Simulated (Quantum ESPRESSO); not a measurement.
AgCl (Chlorargyrite) in Quantum ESPRESSO: the effect of functional

AgCl (Chlorargyrite):

```
Ag Cl
1.0
     0.00000    2.73500    2.73500
     2.73500    0.00000    2.73500
     2.73500    2.73500    0.00000
Ag Cl
1 1
Direct
  0.00000 0.00000 0.00000
  0.50000 0.50000 0.50000
```

Alike in all runs:

* Program: Quantum ESPRESSO 7.5
* Task: band structure
* Potentials or basis: SG15 PBE 1.2
* Cutoff: 952 eV
* Density cutoff: 3810 eV
* k mesh: 8 × 8 × 8
* Occupations: fermi-dirac, width 0.05 eV
* Spin: no spin polarisation

```csv
functional,gap on the mesh (eV),pressure (GPa)
LDA,0.52,-3.5
PBEsol,0.71,-0.4
PBE,0.96,4.2
RPBE,1.17,7.5
AM05,?,?
optB88-vdW,0.99,3.0
```

Problem. What does the run with functional AM05 give?

Solution. gap on the mesh 0.78 eV; pressure 0.7 GPa.

Caveats: this potential file gives levels or pressures that part from those of other sets; the potentials were made for another functional, which shifts forces and pressure (some runs).

